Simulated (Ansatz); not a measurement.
Eu2O3:

```
Eu O
1.0
     3.78830    0.00000    0.00000
    -1.89415    3.28076    0.00000
     0.00000    0.00000    5.82084
Eu O
2 3
Cartesian
  0.0000 2.1872 1.4112
  1.8941 1.0936 4.4096
  0.0000 2.1872 3.7900
  1.8941 1.0936 2.0309
  0.0000 0.0000 0.0000
```

Measurements of this composition are mostly on another form, of space group No. 206.

Alike in all runs: program Ansatz 0.2.0; functional PBEsol; potentials or basis Ansatz PAW; cutoff 420 eV (not typed: the program's choice for these potentials); k mesh 8 × 8 × 5; occupations fermi-dirac, width 0.05 eV.

Starts and where they ended:

| start | free energy over the lowest (meV/atom) | net moment (μB) | site or absolute moments (μB) | gap |
| --- | --- | --- | --- | --- |
| collinear spin, ferromagnetic start of up to 7 μB | 0.0 | 12.00 | Eu +5.98; O -0.15, -0.20 | none (metal or under the smearing width) |
| collinear spin, random start of up to 5.3 μB | 33.8 | 0.00 | Eu -5.95, +5.95; O -0.08, +0.08, -0.00 | none (metal or under the smearing width) |
| collinear spin, antiferromagnetic start of up to 7 μB | 33.8 | 0.00 | Eu +5.95, -5.95; O +0.08, -0.08, +0.00 | none (metal or under the smearing width) |
| no spin polarisation | 2397.9 | - | - | none (metal or under the smearing width) |
| collinear spin, ferrimagnetic start of up to 7 μB | 33.8 | 0.00 | Eu +5.95, -5.95; O +0.08, -0.08, +0.00 | none (metal or under the smearing width) |
| collinear spin, ferromagnetic start of up to 8.5 μB | 0.0 | 12.00 | Eu +5.98; O -0.15, -0.20 | none (metal or under the smearing width) |

The spin-polarised runs without a constraint all converged, yet they end up to 34 meV/atom apart: a converged run can sit in a state that isn't the lowest. Allowing spin polarisation gains 2398 meV/atom. A still lower state may exist.

Caveats: without U or exact exchange the open f shell lies at the Fermi level, which spoils levels, moments and volumes; spin-orbit coupling is left out, which moves the levels of the heavy elements (some runs); the magnetic or orbital state may not be the lowest (some runs).
